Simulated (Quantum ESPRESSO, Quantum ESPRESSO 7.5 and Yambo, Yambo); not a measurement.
## Quasiparticle gap of P (puckered monolayer) in Yambo

Wanted: ground state, empty states, screening and self-energy for P (puckered monolayer).

Calculated with Quantum ESPRESSO 7.5 and Yambo 5.3.0; PBE and many-body steps on it, plane waves.

**What was measured.**

- Gap 2.2 eV: quasiparticle gap; monolayer (quoted in “Experimental evidence of monolayer arsenene: An exotic two-dimensional semiconducting material”, 2018, arxiv:1812.05978).

- Gap 1 eV: monolayer transport gap from transistor characteristics; field-effect transistor transfer characteristics; monolayer (quoted in “Exceptional and Anisotropic Transport Properties of Photocarriers in Black Phosphorus”, 2015, arxiv:1503.08525).

- Gap 1.67 eV: optical gap from PL emission peak, 1 layer; photoluminescence; monolayer (exfoliated monolayer) (“Infrared fingerprints of few-layer black phosphorus”, 2017, pmc:5227111).

- Gap 1.991 ± 0.036 eV: optical gap, neutral exciton PL emission energy (mean over flakes); low-temperature micro-photoluminescence; monolayer (exfoliated flakes on Si with 300 nm SiO2) on SiO2/Si (“Excitons in atomically thin black phosphorus”, 2016, arxiv:1601.01110).

- Gap 2.102 ± 0.015 eV: optical gap, neutral exciton PL emission energy (mean over flakes); low-temperature micro-photoluminescence; monolayer (exfoliated flakes on Si with about 2 nm native oxide) on Si (“Excitons in atomically thin black phosphorus”, 2016, arxiv:1601.01110).

This is a selection; 2 further reports are not listed.

### 1. The structure

The cell holds 4 atoms: 4 P. Its edges and angles: a = 4.627 Å, b = 3.304 Å, c = 14.000 Å, α = 90.0°, β = 90.0°, γ = 90.0°. Vacuum lies along c.

The structure was relaxed with PBE. The runs that relaxed it are not among those shown.

### 2. Ground state

This step: Quantum ESPRESSO 7.5; DFT, PBE, plane waves, norm-conserving pseudopotentials.

The ground-state density comes first.

pw.in

```
&control
  calculation = 'scf'
  prefix = 'x'
  outdir = 'o'
  pseudo_dir = 'pseudo'
/
&system
  ibrav = 0
  nat = 4
  ntyp = 1
  ecutwfc = 36.0
  nbnd = 16
  force_symmorphic = .true.
/
&electrons
  conv_thr = 1e-10
  electron_maxstep = 80
  mixing_beta = 0.5
/
ATOMIC_SPECIES
  P 30.974 P.upf
CELL_PARAMETERS angstrom
  4.6271599610 0.0000000000 0.0000000000
  0.0000000000 3.3043513570 0.0000000000
  0.0000000000 0.0000000000 14.0000000000
ATOMIC_POSITIONS crystal
  P 0.0887696193 0.0000000000 0.5752654040
  P 0.4112303807 0.5000000000 0.5752654040
  P 0.5887696193 0.5000000000 0.4247346300
  P 0.9112303807 0.0000000000 0.4247346300
K_POINTS automatic
  8 10 1 0 0 0
```

Launch:

```
$ OMP_NUM_THREADS=1 mpirun -n 8 pw.x -nk 8 -in pw.in > pw.out
```

The program printed:

```text
Program PWSCF v.7.5 starts

     This program is part of the open-source Quantum ESPRESSO suite
     for quantum simulation of materials; please cite
         "P. Giannozzi et al., J. Phys.:Condens. Matter 21 395502 (2009);
         "P. Giannozzi et al., J. Phys.:Condens. Matter 29 465901 (2017);
         "P. Giannozzi et al., J. Chem. Phys. 152 154105 (2020);
     in publications or presentations arising from this work. More details at
     Message from routine setup:
     using ibrav=0 with symmetry is DISCOURAGED, use correct ibrav instead

     G-vector sticks info

     bravais-lattice index     =            0
     lattice parameter (alat)  =       8.7441  a.u.
     unit-cell volume          =    1444.5260 (a.u.)^3
     number of atoms/cell      =            4
     number of atomic types    =            1
     number of electrons       =        20.00
     number of Kohn-Sham states=           16
     kinetic-energy cutoff     =      36.0000  Ry
     charge density cutoff     =     144.0000  Ry
     scf convergence threshold =      1.0E-10
     mixing beta               =       0.5000
     number of iterations used =            8  plain     mixing
     Exchange-correlation= PBE
                           (   1   4   3   4   0   0   0)

     celldm(1)=   8.744065  celldm(2)=   0.000000  celldm(3)=   0.000000
     celldm(4)=   0.000000  celldm(5)=   0.000000  celldm(6)=   0.000000

     crystal axes: (cart. coord. in units of alat)
               a(1) = (   1.000000   0.000000   0.000000 )
               a(2) = (   0.000000   0.714121   0.000000 )
               a(3) = (   0.000000   0.000000   3.025614 )

     reciprocal axes: (cart. coord. in units 2 pi/alat)
               b(1) = (  1.000000  0.000000  0.000000 )
               b(2) = (  0.000000  1.400323  0.000000 )
               b(3) = (  0.000000  0.000000  0.330511 )
     Pseudo is Norm-conserving + core correction, Zval =  5.0
     Generated using ONCVPSP code by D. R. Hamann
     Using radial grid of 1298 points,  6 beta functions with:
     P                 5.00    30.97400     P ( 1.00)

      4 Sym. Ops., with inversion, found

   Cartesian axes

     site n.     atom                  positions (alat units)
         1        P      tau(   1) = (   0.0887696   0.0000000   1.7405311  )
         2        P      tau(   2) = (   0.4112304   0.3570604   1.7405311  )
         3        P      tau(   3) = (   0.5887696   0.3570604   1.2850830  )
         4        P      tau(   4) = (   0.9112304   0.0000000   1.2850830  )

     number of k points=    30
                       cart. coord. in units 2pi/alat
        k(    1) = (   0.0000000   0.0000000   0.0000000), wk =   0.0250000
        k(    2) = (   0.0000000   0.1400323   0.0000000), wk =   0.0500000
        k(    3) = (   0.0000000   0.2800646   0.0000000), wk =   0.0500000
        k(    4) = (   0.0000000   0.4200970   0.0000000), wk =   0.0500000
        k(    5) = (   0.0000000   0.5601293   0.0000000), wk =   0.0500000
        k(    6) = (   0.0000000  -0.7001616   0.0000000), wk =   0.0250000
        k(    7) = (   0.1250000   0.0000000   0.0000000), wk =   0.0500000
        k(    8) = (   0.1250000   0.1400323   0.0000000), wk =   0.1000000
        k(    9) = (   0.1250000   0.2800646   0.0000000), wk =   0.1000000
        k(   10) = (   0.1250000   0.4200970   0.0000000), wk =   0.1000000
     [... 18 further rows ...]
        k(   29) = (  -0.5000000   0.5601293   0.0000000), wk =   0.0500000
        k(   30) = (  -0.5000000  -0.7001616   0.0000000), wk =   0.0250000

     Dense  grid:    42135 G-vectors     FFT dimensions: (  36,  24, 108)

     Initial potential from superposition of free atoms

     starting charge      19.9994, renormalised to      20.0000
     Starting wfcs are   16 randomized atomic wfcs

     per-process dynamical memory:    35.7 Mb

     Self-consistent Calculation

     iteration #  1     ecut=    36.00 Ry     beta= 0.50

     Threshold (ethr) on eigenvalues was too large:
     Diagonalizing with lowered threshold

     total energy              =     -55.39353951 Ry
     estimated scf accuracy    <       0.06360606 Ry

     iteration #  2     ecut=    36.00 Ry     beta= 0.50

     total energy              =     -55.39341003 Ry
     estimated scf accuracy    <       0.01166156 Ry

     iteration #  3     ecut=    36.00 Ry     beta= 0.50

     total energy              =     -55.39401512 Ry
     estimated scf accuracy    <       0.00022958 Ry

     iteration #  4     ecut=    36.00 Ry     beta= 0.50

     total energy              =     -55.39410088 Ry
     estimated scf accuracy    <       0.00002297 Ry

     iteration #  5     ecut=    36.00 Ry     beta= 0.50

     total energy              =     -55.39410487 Ry
     estimated scf accuracy    <       0.00000171 Ry

     iteration #  6     ecut=    36.00 Ry     beta= 0.50

     total energy              =     -55.39410532 Ry
     estimated scf accuracy    <       0.00000011 Ry

     iteration #  7     ecut=    36.00 Ry     beta= 0.50

     total energy              =     -55.39410536 Ry
     estimated scf accuracy    <       0.00000002 Ry

     iteration #  8     ecut=    36.00 Ry     beta= 0.50

     total energy              =     -55.39410537 Ry
     estimated scf accuracy    <          8.5E-10 Ry

     iteration #  9     ecut=    36.00 Ry     beta= 0.50

     total energy              =     -55.39410537 Ry
     estimated scf accuracy    <          1.2E-10 Ry

     iteration # 10     ecut=    36.00 Ry     beta= 0.50

     End of self-consistent calculation

          k = 0.0000 0.0000 0.0000 (  5269 PWs)   bands (ev):

   -15.6602 -13.2036  -9.9048  -6.3707  -5.4491  -5.2021  -4.0400  -2.4635
    -2.3761  -0.7382   0.1694   0.9047   1.9161   2.5506   3.7418   3.7988

          k = 0.0000 0.1400 0.0000 (  5272 PWs)   bands (ev):

   -15.5418 -13.0798  -9.9528  -6.2815  -5.5568  -5.0979  -4.6857  -3.1109
    -2.3315  -0.7626   0.2799   1.8741   1.9288   2.8067   3.8741   3.9060

          k = 0.0000 0.2801 0.0000 (  5258 PWs)   bands (ev):

   -15.1890 -12.7095 -10.1976  -6.2147  -6.0304  -5.6813  -4.7943  -3.7875
    -2.2775  -0.9587   0.6014   0.8984   3.2587   3.3621   3.8844   4.2675

          k = 0.0000 0.4201 0.0000 (  5264 PWs)   bands (ev):

     [... further k-points ...]

     highest occupied, lowest unoccupied level (ev):    -0.7382    0.1694

!    total energy              =     -55.39410537 Ry
     estimated scf accuracy    <          6.3E-11 Ry

     The total energy is the sum of the following terms:
     one-electron contribution =    -191.91508242 Ry
     hartree contribution      =      99.77041264 Ry
     xc contribution           =     -16.31287725 Ry
     ewald contribution        =      53.06344167 Ry

     convergence has been achieved in  10 iterations

     XML data file, charge density, pseudopotentials, collected wavefunctions

=------------------------------------------------------------------------------=
   JOB DONE.
=------------------------------------------------------------------------------=
```

Run time: 83 s. Hardware: 8 MPI ranks of Arm Neoverse V1, shared host; peak memory 0.58 GiB.

This step gave:

| Quantity | Value |
| --- | --- |
| total energy | -753.6752 eV |
| gap | 0.9076 eV |
| k of the valence top | 0, 0, 0 |
| k of the conduction bottom | 0, 0, 0 |
| least direct gap | 0.9076 eV |

The gap is direct, at Γ.

### 3. Bands along the symmetry lines

The cheap functional maps the bands first; the places of the edges decide which points the dearer methods must see.

pw.in

```
&control
  calculation = 'bands'
  prefix = 'x'
  outdir = 'o'
  pseudo_dir = 'pseudo'
/
&system
  ibrav = 0
  nat = 4
  ntyp = 1
  ecutwfc = 36.0
  nbnd = 16
  force_symmorphic = .true.
/
&electrons
  conv_thr = 1e-9
  electron_maxstep = 80
  diago_full_acc = .true.
  diago_thr_init = 5e-6
/
ATOMIC_SPECIES
  P 30.974 P.upf
CELL_PARAMETERS angstrom
  4.6271599610 0.0000000000 0.0000000000
  0.0000000000 3.3043513570 0.0000000000
  0.0000000000 0.0000000000 14.0000000000
ATOMIC_POSITIONS crystal
  P 0.0887696193 0.0000000000 0.5752654040
  P 0.4112303807 0.5000000000 0.5752654040
  P 0.5887696193 0.5000000000 0.4247346300
  P 0.9112303807 0.0000000000 0.4247346300
K_POINTS crystal
  33
  0.00000000 0.00000000 0.00000000 1
  0.06250000 0.00000000 0.00000000 1
  0.12500000 0.00000000 0.00000000 1
  0.18750000 0.00000000 0.00000000 1
  0.25000000 0.00000000 0.00000000 1
  0.31250000 0.00000000 0.00000000 1
  0.37500000 0.00000000 0.00000000 1
  0.43750000 0.00000000 0.00000000 1
  0.50000000 0.00000000 0.00000000 1
  0.50000000 0.06250000 0.00000000 1
  0.50000000 0.12500000 0.00000000 1
  0.50000000 0.18750000 0.00000000 1
  0.50000000 0.25000000 0.00000000 1
  0.50000000 0.31250000 0.00000000 1
  0.50000000 0.37500000 0.00000000 1
  0.50000000 0.43750000 0.00000000 1
  0.50000000 0.50000000 0.00000000 1
  0.43750000 0.50000000 0.00000000 1
  0.37500000 0.50000000 0.00000000 1
  0.31250000 0.50000000 0.00000000 1
  0.25000000 0.50000000 0.00000000 1
  0.18750000 0.50000000 0.00000000 1
  0.12500000 0.50000000 0.00000000 1
  0.06250000 0.50000000 0.00000000 1
  0.00000000 0.50000000 0.00000000 1
  0.00000000 0.43750000 0.00000000 1
  0.00000000 0.37500000 0.00000000 1
  0.00000000 0.31250000 0.00000000 1
  0.00000000 0.25000000 0.00000000 1
  0.00000000 0.18750000 0.00000000 1
  0.00000000 0.12500000 0.00000000 1
  0.00000000 0.06250000 0.00000000 1
  0.00000000 0.00000000 0.00000000 1
```

The program printed:

```text
[banner, memory and clock lines left out]
Program PWSCF v.7.5 starts

     Atomic positions and unit cell read from directory:
     o/x.save/

     Message from routine setup:
     using ibrav=0 with symmetry is DISCOURAGED, use correct ibrav instead

     G-vector sticks info

     bravais-lattice index     =            0
     lattice parameter (alat)  =       8.7441  a.u.
     unit-cell volume          =    1444.5260 (a.u.)^3
     number of atoms/cell      =            4
     number of atomic types    =            1
     number of electrons       =        20.00
     number of Kohn-Sham states=           16
     kinetic-energy cutoff     =      36.0000  Ry
     charge density cutoff     =     144.0000  Ry
     Exchange-correlation= PBE
                           (   1   4   3   4   0   0   0)

     celldm(1)=   8.744065  celldm(2)=   0.000000  celldm(3)=   0.000000
     celldm(4)=   0.000000  celldm(5)=   0.000000  celldm(6)=   0.000000

     crystal axes: (cart. coord. in units of alat)
               a(1) = (   1.000000   0.000000   0.000000 )
               a(2) = (   0.000000   0.714121   0.000000 )
               a(3) = (   0.000000   0.000000   3.025614 )

     reciprocal axes: (cart. coord. in units 2 pi/alat)
               b(1) = (  1.000000  0.000000  0.000000 )
               b(2) = (  0.000000  1.400323  0.000000 )
               b(3) = (  0.000000  0.000000  0.330511 )
     Pseudo is Norm-conserving + core correction, Zval =  5.0
     Generated using ONCVPSP code by D. R. Hamann
     Using radial grid of 1298 points,  6 beta functions with:
     P                 5.00    30.97400     P ( 1.00)

      4 Sym. Ops., with inversion, found

   Cartesian axes

     site n.     atom                  positions (alat units)
         1        P      tau(   1) = (   0.0887696   0.0000000   1.7405311  )
         2        P      tau(   2) = (   0.4112304   0.3570604   1.7405311  )
         3        P      tau(   3) = (   0.5887696   0.3570604   1.2850830  )
         4        P      tau(   4) = (   0.9112304   0.0000000   1.2850830  )

     number of k points=    33
                       cart. coord. in units 2pi/alat
        k(    1) = (   0.0000000   0.0000000   0.0000000), wk =   0.0606061
        k(    2) = (   0.0625000   0.0000000   0.0000000), wk =   0.0606061
        k(    3) = (   0.1250000   0.0000000   0.0000000), wk =   0.0606061
[...]
[... 21 further rows ...]
        k(   32) = (   0.0000000   0.0875202   0.0000000), wk =   0.0606061
        k(   33) = (   0.0000000   0.0000000   0.0000000), wk =   0.0606061

     Dense  grid:    42135 G-vectors     FFT dimensions: (  36,  24, 108)

     The potential is recalculated from file :
     o/x.save/charge-density

     Starting wfcs are   16 randomized atomic wfcs

     Band Structure Calculation

     End of band structure calculation

          k = 0.0000 0.0000 0.0000 (  5269 PWs)   bands (ev):

   -15.6601 -13.2036  -9.9047  -6.3707  -5.4491  -5.2020  -4.0400  -2.4635
    -2.3760  -0.7381   0.1695   0.9047   1.9161   2.5507   3.7418   3.7988

          k = 0.0625 0.0000 0.0000 (  5257 PWs)   bands (ev):

   -15.6414 -13.2302  -9.9112  -6.5143  -5.3576  -5.1214  -4.0255  -2.4769
[...]
k = 0.1250 0.0000 0.0000 (  5241 PWs)   bands (ev):

[...]
k = 0.0000 0.0875 0.0000 (  5252 PWs)   bands (ev):

[...]
k = 0.0000 0.0000 0.0000 (  5269 PWs)   bands (ev):

   -15.6601 -13.2036  -9.9047  -6.3707  -5.4491  -5.2020  -4.0400  -2.4635
    -2.3760  -0.7381   0.1695   0.9047   1.9161   2.5507   3.7418   3.7988

     XML data file, pseudopotentials, collected wavefunctions
```

Wall time 25 s (8 MPI ranks); peak memory 0.5 GiB.

This step gave:

- gap: 0.9076 eV
- k of the valence top: 0, 0, 0
- k of the conduction bottom: 0, 0, 0
- least direct gap: 0.9076 eV

The gap is 0.908 eV, as in the run before at this level.

Electronic bands along the path, in eV, zero at the top of the highest filled band:

| point | band 7 | band 8 | band 9 | band 10 | band 11 | band 12 | band 13 | band 14 |
| --- | --- | --- | --- | --- | --- | --- | --- | --- |
| Γ | -3.30 | -1.73 | -1.64 | 0.00 | 0.91 | 1.64 | 2.65 | 3.29 |
| halfway | -3.08 | -1.94 | -1.37 | -0.72 | 1.85 | 2.10 | 2.16 | 3.21 |
| X | -2.51 | -2.51 | -1.26 | -1.26 | 2.08 | 2.08 | 3.63 | 3.63 |
| halfway | -2.74 | -2.74 | -1.46 | -1.46 | 2.71 | 2.71 | 3.64 | 3.64 |
| S | -4.55 | -4.55 | -1.10 | -1.10 | 2.39 | 2.39 | 3.80 | 3.80 |
| halfway | -3.64 | -3.64 | -1.29 | -1.29 | 1.66 | 1.66 | 3.08 | 3.08 |
| Y | -2.69 | -2.69 | -1.93 | -1.93 | 1.23 | 1.23 | 2.17 | 2.17 |
| halfway | -3.84 | -3.09 | -1.59 | -0.41 | 1.28 | 1.56 | 3.36 | 3.50 |
| Γ | -3.30 | -1.73 | -1.64 | 0.00 | 0.91 | 1.64 | 2.65 | 3.29 |

### 4. Empty states on the mesh, 4×6×1 mesh, 70 bands

The sums over transitions need many empty states on a uniform mesh; this step solves for them.

pw.in

```
&control
  calculation = 'nscf'
  prefix = 'x'
  outdir = 'o'
  pseudo_dir = 'pseudo'
/
&system
  ibrav = 0
  nat = 4
  ntyp = 1
  ecutwfc = 36.0
  nbnd = 70
  force_symmorphic = .true.
/
&electrons
  conv_thr = 1e-9
  electron_maxstep = 80
  diago_full_acc = .true.
  diago_thr_init = 5e-6
/
ATOMIC_SPECIES
  P 30.974 P.upf
CELL_PARAMETERS angstrom
  4.6271599610 0.0000000000 0.0000000000
  0.0000000000 3.3043513570 0.0000000000
  0.0000000000 0.0000000000 14.0000000000
ATOMIC_POSITIONS crystal
  P 0.0887696193 0.0000000000 0.5752654040
  P 0.4112303807 0.5000000000 0.5752654040
  P 0.5887696193 0.5000000000 0.4247346300
  P 0.9112303807 0.0000000000 0.4247346300
K_POINTS automatic
  4 6 1 0 0 0
```

Launch:

```
$ OMP_NUM_THREADS=1 mpirun -n 8 pw.x -nk 4 -in pw.in > pw.out
```

The program printed:

```text
[banner, memory and clock lines left out]
Program PWSCF v.7.5 starts

     Atomic positions and unit cell read from directory:
     o/x.save/

     Message from routine setup:
     using ibrav=0 with symmetry is DISCOURAGED, use correct ibrav instead

     bravais-lattice index     =            0
     lattice parameter (alat)  =       8.7441  a.u.
     unit-cell volume          =    1444.5260 (a.u.)^3
     number of atoms/cell      =            4
     number of atomic types    =            1
     number of electrons       =        20.00
     number of Kohn-Sham states=           70
     kinetic-energy cutoff     =      36.0000  Ry
     charge density cutoff     =     144.0000  Ry
     Exchange-correlation= PBE
                           (   1   4   3   4   0   0   0)

     celldm(1)=   8.744065  celldm(2)=   0.000000  celldm(3)=   0.000000
     celldm(4)=   0.000000  celldm(5)=   0.000000  celldm(6)=   0.000000

     crystal axes: (cart. coord. in units of alat)
               a(1) = (   1.000000   0.000000   0.000000 )
               a(2) = (   0.000000   0.714121   0.000000 )
               a(3) = (   0.000000   0.000000   3.025614 )

     reciprocal axes: (cart. coord. in units 2 pi/alat)
               b(1) = (  1.000000  0.000000  0.000000 )
               b(2) = (  0.000000  1.400323  0.000000 )
               b(3) = (  0.000000  0.000000  0.330511 )
     Pseudo is Norm-conserving + core correction, Zval =  5.0
     Generated using ONCVPSP code by D. R. Hamann
     Using radial grid of 1298 points,  6 beta functions with:
     P                 5.00    30.97400     P ( 1.00)

      4 Sym. Ops., with inversion, found

   Cartesian axes

     site n.     atom                  positions (alat units)
         1        P      tau(   1) = (   0.0887696   0.0000000   1.7405311  )
         2        P      tau(   2) = (   0.4112304   0.3570604   1.7405311  )
         3        P      tau(   3) = (   0.5887696   0.3570604   1.2850830  )
         4        P      tau(   4) = (   0.9112304   0.0000000   1.2850830  )

     number of k points=    12
                       cart. coord. in units 2pi/alat
        k(    1) = (   0.0000000   0.0000000   0.0000000), wk =   0.0833333
        k(    2) = (   0.0000000   0.2333872   0.0000000), wk =   0.1666667
        k(    3) = (   0.0000000   0.4667744   0.0000000), wk =   0.1666667
[...]
k(   11) = (  -0.5000000   0.4667744   0.0000000), wk =   0.1666667
        k(   12) = (  -0.5000000  -0.7001616   0.0000000), wk =   0.0833333

     Dense  grid:    42135 G-vectors     FFT dimensions: (  36,  24, 108)

     The potential is recalculated from file :
     o/x.save/charge-density

     Starting wfcs are   16 randomized atomic wfcs +   54 random wfcs

     Band Structure Calculation

     End of band structure calculation

          k = 0.0000 0.0000 0.0000 (  5269 PWs)   bands (ev):

   -15.6601 -13.2036  -9.9047  -6.3707  -5.4491  -5.2020  -4.0400  -2.4635
    -2.3760  -0.7381   0.1695   0.9047   1.9161   2.5507   3.7418   3.7988
     5.2578   5.6338   5.7822   6.2375   6.3131   7.1976   7.3708   8.5129
[...]
22.5396  22.6203  23.2807  23.6469  23.6523  23.7685

          k = 0.0000 0.2334 0.0000 (  5280 PWs)   bands (ev):

[...]
21.6793  22.0882  22.3541  22.4186  22.5919  22.8052

          k = 0.0000 0.4668 0.0000 (  5286 PWs)   bands (ev):

[...]
17.0496  17.2898  17.4847  17.6943  17.8004  17.8082  18.3250  18.3296
    18.4329  18.6059  19.1036  19.1300  19.7536  20.2576  20.7806  21.0444
    21.1171  21.3265  21.4919  21.6530  22.1546  22.1839

          k = 0.0000-0.7002 0.0000 (  5320 PWs)   bands (ev):

     [... further k-points ...]

     highest occupied, lowest unoccupied level (ev):    -0.7381    0.1695

     XML data file, pseudopotentials, collected wavefunctions
```

Wall time 43 s (8 MPI ranks); peak memory 0.49 GiB; 2.5 min of CPU time.

Numbers from this step:

```yaml
gap: 0.9076 eV
k_of_the_valence_top: 0, 0, 0
k_of_the_conduction_bottom: 0, 0, 0
least_direct_gap: 0.9076 eV
k_points_computed: 12
lowest_point_of_the_top_converged_band_above_the_valence_top: 22.67 eV
```

On this mesh the gap is 0.908 eV.

(Part 1 of 2 ends here.)

[Paths, hosts, dates, memory and timing lines, banners, echoed tables and standing remarks are left out of the program output.]

[Logs are printed without paths, hosts, clocks, repeated set-up lines and the standing remarks that a program may print on its own settings, such as how far it seeks lower states.]

[Runs of the session that timed out or met a known fault of the program may be left out.]

[Hosts, paths, dates, database ids (printed as entryN), source tags and the programs' standing remarks are cut or masked in the printed files.]
